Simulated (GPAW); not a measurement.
Input of a GPAW 26.7.0 run:

The input run.py:

```python
import numpy as np
from ase import Atoms
from ase.dft.bandgap import bandgap
from ase.io import write
from gpaw import GPAW, PW
from gpaw.response.df import DielectricFunction

atoms = Atoms(['Sn', 'Se'],
              cell=[[0.0, 3.0496098055, 3.0496098055],
                    [3.0496098055, 0.0, 3.0496098055],
                    [3.0496098055, 3.0496098055, 0.0]],
              scaled_positions=[[0.0, 0.0, 0.0],
                                [0.5, 0.5, 0.5]],
              pbc=True)

calc = GPAW(mode=PW(400),
            xc='PBE',
            kpts={'size': (6, 6, 6), 'gamma': True},
            occupations={'name': 'fermi-dirac', 'width': 0.001},
            nbands=19,
            convergence={'density': 1e-06},
            maxiter=150,
            txt='gpaw.txt')
atoms.calc = calc
energy = atoms.get_potential_energy()
calc.write('gs.gpw')
write('result.traj', atoms)
print(f'Energy: {energy:.6f} eV')
print('Fermi level:', round(calc.get_fermi_level(), 4), 'eV')
print(f'Gap: {bandgap(calc)[0]:.4f} eV, direct: {bandgap(calc, direct=True)[0]:.4f} eV')

for size in [(19, 19, 19)]:
    name = 'x'.join(str(n) for n in size)
    dense = calc.fixed_density(kpts={'size': size, 'gamma': True},
                               nbands=36, convergence={'bands': 30, 'eigenstates': 1e-7},
                               update_fermi_level=True, txt=f'dense-{name}.txt')
    dense.write(f'{name}.gpw', mode='all')
    df = DielectricFunction(f'{name}.gpw', frequencies=np.array([0.0]), hilbert=False, eta=0.001,
                            ecut=80, nbands=30, intraband=False, txt=f'df-{name}.txt')
    for xc in ['RPA']:
        for direction in ['x', 'y', 'z', [0, 1, 1], [1, 0, 1], [1, 1, 0]]:
            e0, e = df.get_macroscopic_dielectric_constant(xc=xc, direction=direction)
            print(f'{name} {xc} {direction}: {e0:.4f} without, {e:.4f} with local fields')
```

Potentials or basis: GPAW PAW data sets (gpaw-data 1.2.1), pw.

The run is started by

```bash
$ OMP_NUM_THREADS=1 python run.py
```

(1) What does it give for the electronic dielectric tensor (diagonal)?

(2) What does it give for the band gap on the k mesh?

Results:

(1) 54.85.

(2) 0.42 eV, direct.

Caveat: the gap is small at this level, which inflates the dielectric constant; the long-wavelength limit can be off by a per cent or two; spin-orbit coupling is left out, which moves the levels of the heavy elements; an odd mesh through Γ misses points on the zone boundary, where band edges often lie.
